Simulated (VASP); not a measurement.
# KCl (Fm-3m) in VASP: further runs

Runs on KCl. Level: r2SCAN. Tasks: single point.

Everything below comes from runs of VASP 6.6.1. Logs are shortened: lines on timing, memory, paths and dates and some standing lists are left out, and cuts for length are marked.

**Measured values to compare with.**

From a printed reference work, monograph, for a bulk crystal of KCl: band gap 8.68 eV.

The results are compared with them further down.

## 1. The cell of the first run

Symmetry: Fm-3m, No. 225, cubic system. The conventional cell has a = 6.293 Å, b = 6.293 Å, c = 6.293 Å, α = 90.00°, β = 90.00°, γ = 90.00°. Within 4.1 Å of K (site symmetry m-3m) lie 6 Cl at 3.15 Å. Cl (site symmetry m-3m) has 6 K at 3.15 Å within 4.1 Å.

## 2. Single point, r2SCAN

The input, POSCAR:

```
KCl
1.0
    3.1464700000      3.1464700000      0.0000000000
   -3.1464700000      3.1464700000      0.0000000000
    0.0000000000      3.1464700000      3.1464700000
K Cl
1 1
Direct
    0.0000000000      0.0000000000      0.0000000000
    0.5000000000      0.5000000000      0.0000000000
```

The input, INCAR.step1:

```
PREC     = Accurate       # precision mode
ENCUT    = 520            # plane-wave cutoff, eV
ISMEAR   = 0              # smearing method
SIGMA    = 0.01           # smearing width, eV
LREAL    = F              # projectors in reciprocal space
LASPH    = T              # aspherical terms in the spheres
NELM     = 60             # most SCF steps
NBANDS   = 15             # bands
GGA      = PE             # functional
ALGO     = Normal         # electronic algorithm
EDIFF    = 1E-4           # SCF threshold, eV
LWAVE    = T              # write WAVECAR
LCHARG   = F              # write CHGCAR
```

The input, INCAR.step2:

```
PREC     = Accurate       # precision mode
ENCUT    = 520            # plane-wave cutoff, eV
EDIFF    = 1E-6           # SCF threshold, eV
ISMEAR   = 0              # smearing method
SIGMA    = 0.01           # smearing width, eV
LREAL    = F              # projectors in reciprocal space
LASPH    = T              # aspherical terms in the spheres
NELM     = 60             # most SCF steps
ALGO     = Normal         # electronic algorithm
ISIF     = 2              # what is computed and relaxed
LWAVE    = F              # write WAVECAR
LCHARG   = F              # write CHGCAR
METAGGA  = R2SCAN         # meta-GGA
LMIXTAU  = T            
NBANDS   = 15             # bands
ISTART   = 1
```

The input, KPOINTS:

```
Automatic mesh
0
Gamma
  6 6 6
```

Potentials or basis: VASP PAW PBE potentials, release 64 (K_sv, Cl).

Run with:

```bash
> cat potpaw_PBE.64/K_sv/POTCAR potpaw_PBE.64/Cl/POTCAR > POTCAR
> cp INCAR.step1 INCAR
> mpirun -np 1 vasp_std > vasp.out
> cp INCAR.step2 INCAR
> mpirun -np 1 vasp_std > vasp.out
```

OUTCAR:

```text
PREC = Accurate
   ENCUT = 520
   EDIFF = 1E-6
   ISMEAR = 0
   LREAL = F
   LASPH = T
   NELM = 60
   ISIF = 2
   METAGGA = R2SCAN
   ISTART = 1

 ion  position               nearest neighbor table
   1  0.000  0.000  0.000-   2 3.15   2 3.15   2 3.15   2 3.15   2 3.15   2 3.15
   2  0.500  0.500  0.000-   1 3.15   1 3.15   1 3.15   1 3.15   1 3.15   1 3.15

  LATTYP: Found a face centered cubic cell.
 ALAT       =     6.2929400000

  Lattice vectors:

 A1 = (   0.0000000000,   3.1464700000,   3.1464700000)
 A2 = (   3.1464700000,   0.0000000000,   3.1464700000)
 A3 = (   3.1464700000,   3.1464700000,   0.0000000000)

Analysis of symmetry for initial positions (statically):
=====================================================================
 Subroutine PRICEL returns:
 Original cell was already a primitive cell.

 Routine SETGRP: Setting up the symmetry group for a
 face centered cubic supercell.

 Subroutine GETGRP returns: Found 48 space group operations
 (whereof 48 operations were pure point group operations)
 out of a pool of 48 trial point group operations.

The static configuration has the point symmetry O_h .

Analysis of symmetry for dynamics (positions and initial velocities):
=====================================================================
 Subroutine PRICEL returns:
 Original cell was already a primitive cell.

 Routine SETGRP: Setting up the symmetry group for a
 face centered cubic supercell.

 Subroutine GETGRP returns: Found 48 space group operations
 (whereof 48 operations were pure point group operations)
 out of a pool of 48 trial point group operations.

The dynamic configuration has the point symmetry O_h .

 Subroutine INISYM returns: Found 48 space group operations
 (whereof 48 operations are pure point group operations),
 and found     1 'primitive' translations

----------------------------------------------------------------------------------------

                                     Primitive cell

  volume of cell :      62.3018

  direct lattice vectors                    reciprocal lattice vectors
     3.146470000  3.146470000  0.000000000     0.158908237  0.158908237 -0.158908237
    -3.146470000  3.146470000  0.000000000    -0.158908237  0.158908237 -0.158908237
     0.000000000  3.146470000  3.146470000     0.000000000  0.000000000  0.317816474

  length of vectors
     4.449780548  4.449780548  4.449780548     0.275237140  0.275237140  0.317816474

  position of ions in fractional coordinates (direct lattice)
     0.000000000  0.000000000  0.000000000
     0.500000000  0.500000000  0.000000000
[... 80 lines left out ...]
   NUPDOWN=      -1.0000    fix difference up-down
   EMIN   =  10.00;   EMAX   =-10.00  energy-range for DOS
   EFERMI =   0.00;   METHOD = LEGACY
   ISMEAR =     0;   SIGMA  =   0.01  broadening in eV -4-tet -1-fermi 0-gaus
   EFERMI_NEDOS =   21; number of points for ismear=-14 and -15
   IALGO  =     38    algorithm
   IMIX   =      4    mixing-type and parameters
     AMIX     =   0.40;   BMIX     =  1.00
     AMIX_MAG =   1.60;   BMIX_MAG =  1.00
  volume/ion in A,a.u.               =      31.15       210.22
  Fermi-wavevector in a.u.,A,eV,Ry     =   1.040594  1.966437 14.732871  1.082835
  Thomas-Fermi vector in A             =   2.175177
   LORBIT       =      0    0 simple, 1 ext, 2 COOP (PROOUT), +10 PAW based schemes
   METAGGA = R2SCAN    functional components
   LHFCALC =     F    Hartree Fock is set to
   AEXX    =    0.0000 exact exchange contribution
   IVDW    =     0    specifies the selected vdW correction
   LEPSILON=     F    determine dielectric tensor
   LRPA    =     F    only Hartree local field effects (RPA)
 non-spin polarized calculation
 Gauss-broadening in eV      SIGMA  =   0.01
  energy-cutoff  :      520.00
  volume of cell :       62.30
 maximum number of plane-waves:      1694
 NGX is ok and might be reduce to    36
   NGX = 17   NGY = 17   NGZ = 17

 number of electron      16.0000001 magnetization

 Free energy of the ion-electron system (eV)
  ---------------------------------------------------
  ext. energy  EPLUGINS =         0.00000000
  ---------------------------------------------------
  free energy    TOTEN  =       -16.50648843 eV

  energy without entropy =      -16.50648843  energy(sigma->0) =      -16.50648843

 E-fermi :  -2.1875     XC(G=0):  -7.9534

 val. band max:       -2.2641884166   @ k =   0.0000   0.0000   0.0000
 cond. band min:       3.5654987135   @ k =   0.0000   0.0000   0.0000
 fundamental gap:      5.8296871301
 Fermi energy:        -2.1874601277

 k-point     1 :       0.0000    0.0000    0.0000
  band No.  band energies     occupation
      1     -30.5329      2.00000
      2     -14.9343      2.00000
      3     -13.2242      2.00000
      4     -13.2242      2.00000
      5     -13.2242      2.00000
      6      -2.2642      2.00000
      7      -2.2642      2.00000
      8      -2.2642      2.00000
      9       3.5655      0.00000
     10       6.7698      0.00000
     11       6.7698      0.00000
     12       6.7698      0.00000
     13       7.8128      0.00000
     14       7.8128      0.00000
[... 257 lines left out ...]
      2     -14.8980      2.00000
      3     -13.3417      2.00000
      4     -13.2996      2.00000
      5     -13.1761      2.00000
      6      -2.8444      2.00000
      7      -2.6826      2.00000
      8      -2.6267      2.00000
      9       5.5159      0.00000
     10       7.2494      0.00000
     11       7.7049      0.00000
     12       8.8110      0.00000
     13       9.5848      0.00000
     14      10.2643      0.00000
     15      10.8568      0.00000

------------------------ aborting loop because EDIFF is reached ----------------------------------------

  FORCE on cell =-STRESS in cart. coord.  units (eV):
  Direction    XX          YY          ZZ          XY          YZ          ZX
  --------------------------------------------------------------------------------------
  -------------------------------------------------------------------------------------
  Total       -0.0107281     -0.0107281     -0.0107281     -0.0000000     -0.0000000      0.0000000
  in kB       -0.2758872     -0.2758872     -0.2758872     -0.0000000     -0.0000000      0.0000000
  external PRESSURE =      -0.2758872 kB  Pullay stress =       0.0000000 kB

 VOLUME and BASIS-vectors are now :
 -----------------------------------------------------------------------------
  energy-cutoff  :      520.00
  volume of cell :       62.30
      direct lattice vectors                 reciprocal lattice vectors
     3.146470000  3.146470000  0.000000000     0.158908237  0.158908237 -0.158908237
    -3.146470000  3.146470000  0.000000000    -0.158908237  0.158908237 -0.158908237
     0.000000000  3.146470000  3.146470000     0.000000000  0.000000000  0.317816474

 POSITION                                       TOTAL-FORCE (eV/Angst)
 -----------------------------------------------------------------------------------
      0.00000      0.00000      0.00000        -0.000000     -0.000000      0.000000
      0.00000      3.14647      0.00000         0.000000      0.000000      0.000000
 -----------------------------------------------------------------------------------
    total drift:                               -0.000000      0.000000     -0.000000

  FREE ENERGIE OF THE ION-ELECTRON SYSTEM (eV)
  ---------------------------------------------------
  free  energy   TOTEN  =       -16.5064884257 eV

  energy  without entropy=      -16.5064884257  energy(sigma->0) =      -16.50648843
```

OUTCAR.step1:

```text
PREC = Accurate
   ENCUT = 520
   ISMEAR = 0
   LREAL = F
   LASPH = T
[... 498 lines left out ...]
 -----------------------------------------------------------------------------------
      0.00000      0.00000      0.00000         0.000000     -0.000000      0.000000
      0.00000      3.14647      0.00000        -0.000000      0.000000      0.000000
 -----------------------------------------------------------------------------------
    total drift:                               -0.000000      0.000000     -0.000000

  FREE ENERGIE OF THE ION-ELECTRON SYSTEM (eV)
  ---------------------------------------------------
  free  energy   TOTEN  =        -6.8038511357 eV

  energy  without entropy=       -6.8038511357  energy(sigma->0) =       -6.80385114
```

It took 2 min on 1 thread of AMD EPYC 7R43 (Zen 3), shared host; peak memory 0.17 GiB.

Results:

```
Free energy            : -16.5065 eV
Pressure               : 0.0 GPa
Band gap on the k mesh : 5.83 eV, direct
```

Levels at points of the mesh, in eV from the valence-band top:
```
           k point  band 6  band 7  band 8  band 9  band 10  band 11
(0.00, 0.00, 0.00)    0.00    0.00    0.00    5.83     9.03     9.03
(0.50, 0.00, 0.00)   -1.05   -0.32   -0.32    8.13     9.24    11.32
(0.50, 0.50, 0.00)   -0.67   -0.23   -0.23    7.03     9.22    10.69
```

Caveat: the PAW data sets were made with another functional, which shifts forces and pressure a little.

(Part 1 of 2 ends here.)
